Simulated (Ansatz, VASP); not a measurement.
# Two plane-wave programs on BaTiO3

Contents of INCAR:

```
SYSTEM = BaTiO3
ALGO = Normal ; EDIFF = 1E-7
ENCUT = 520 ; GGA = PE
ISIF = 2 ; ISMEAR = -1
LASPH = .True. ; LCHARG = .False.
LREAL = .False. ; LWAVE = .False.
NBANDS = 28 ; NELM = 100
PREC = Accurate ; SIGMA = 0.05
```

The input KPOINTS:

```
k-points
0
Gamma
  7 7 7
  0 0 0
```

Contents of POSCAR:

```
BaTiO3
1.0
    3.9242219515      0.0000000000      0.0000000000
    0.0000000000      3.9242219515      0.0000000000
    0.0000000000      0.0000000000      3.9242219515
Ba Ti O
1 1 3
Direct
    0.5000000000      0.5000000000      0.5000000000
    0.0000000000      0.0000000000      0.0000000000
    0.0000000000      0.0000000000      0.5000000000
    0.0000000000      0.5000000000      0.0000000000
    0.5000000000      0.0000000000      0.0000000000
```

Contents of input.yaml:

```yaml
crystal:
  lattice:
    - [3.9242219515, 0.0, 0.0]
    - [0.0, 3.9242219515, 0.0]
    - [0.0, 0.0, 3.9242219515]
  atoms:
    - { symbol: Ba, position: [0.5, 0.5, 0.5] }
    - { symbol: Ti, position: [0.0, 0.0, 0.0] }
    - { symbol: O, position: [0.0, 0.0, 0.5] }
    - { symbol: O, position: [0.0, 0.5, 0.0] }
    - { symbol: O, position: [0.5, 0.0, 0.0] }
hamiltonian:
  xc: pbe
  pseudopotentials: { kind: paw }
kpoints:
  mp_grid: { grid: [7, 7, 7] }
scf:
  occupations: { method: fermi_dirac, width: 0.05 }
output:
  forces: true
  stress: true
  eigenvalues: true
```

Change from the starting cell: volume scaled by 0.94.

Alike in both runs: task single point; functional PBE; k mesh 7 × 7 × 7; occupations fermi-dirac, width 0.05 eV; no spin polarisation.

|  | VASP | Ansatz |
| --- | --- | --- |
| version | VASP 6.6.1 | Ansatz 0.2.0 |
| potentials or method | VASP PAW PBE potentials, release 64 (Ba_sv, Ti_sv, O) | Ansatz PAW |
| plane-wave cutoff (eV) | 520 | 420 |
| valence electrons in the cell | 40 | 40 |

Ansatz gave:

| Item | Value |
| --- | --- |
| gap on the k mesh at the Fermi level (eV) | 1.97 |
| least direct gap on the mesh (eV) | 1.97 |
| pressure (GPa) | 13.8 |

Task: What did VASP give for the same quantities?

Result: gap on the k mesh at the Fermi level (eV): 1.93; least direct gap on the mesh (eV): 1.95; pressure (GPa): 16.0.

Caveats: spin-orbit coupling is left out, which moves the levels of the heavy elements; an odd mesh through Γ misses points on the zone boundary, where band edges often lie (VASP); odd divisions of the mesh miss points on the zone boundary, where band edges often lie, so the gap on the mesh can be too wide (Ansatz); the pressure holds a Pulay correction of +0.6 GPa for the finite cutoff (Ansatz).
